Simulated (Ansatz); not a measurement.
Here are 2 structures of CsPbCl3, each relaxed with r2SCAN (Ansatz 0.2.0). Calculated for a static, non-magnetic cell.

- cubic perovskite: the symmetry is Pm-3m (No. 221, cubic); conventional cell a = 5.677 Å, 36.59 Å³ an atom. Cs has 12 Cl at 4.01 Å; Pb has 6 Cl at 2.84 Å; Cl has 2 Pb at 2.84 Å and 4 Cs at 4.01 Å.
- database Amm2 (10 atoms): space group Amm2 (No. 38), orthorhombic; conventional cell a = 5.760 Å, b = 11.126 Å, c = 11.126 Å, 35.65 Å³ an atom. Cs has 8 Cl at 3.57–3.94 Å; Pb has 6 Cl at 2.86–2.88 Å; Cl has 2 Pb at 2.86 Å and 2 Cs at 3.57 Å; Cl has 2 Pb at 2.88 Å and 4 Cs at 3.93–3.94 Å; Cl has 2 Pb at 2.86 Å and 2 Cs at 3.58 Å.

(1) Which is lowest in energy with r2SCAN, and by how much?

(2) Does the order change among the functionals that relaxed these cells?

(3) What gaps does HSE06 give on these cells?

(4) What gaps does PBE give on these cells?

Results:

(1) Among these cells the lowest with r2SCAN is database Amm2 (10 atoms), 13 meV an atom below the next, cubic perovskite. Other structures, not computed here, could lie lower.

(2) Not for the lowest cell. PBEsol, LDA, PBE agree on the lowest cell. PBEsol: cubic perovskite 18, database Amm2 (10 atoms) 0 meV an atom. LDA: cubic perovskite 28, database Amm2 (10 atoms) 0 meV an atom.

(3) cubic perovskite: 2.79 d (R); database Amm2 (10 atoms): 3.01 d (Z) (eV; d direct, i indirect).

(4) cubic perovskite: 2.09 d (R); database Amm2 (10 atoms): 2.27 d (Z) (eV; d direct, i indirect).

Spin-orbit coupling is left out; in compounds of Pb, Bi, Tl or Hg it can lower a gap by up to about 1 eV, split its edges or invert the bands.

The meshes of the hybrids are coarse, so their gaps aren't converged to the digits shown.
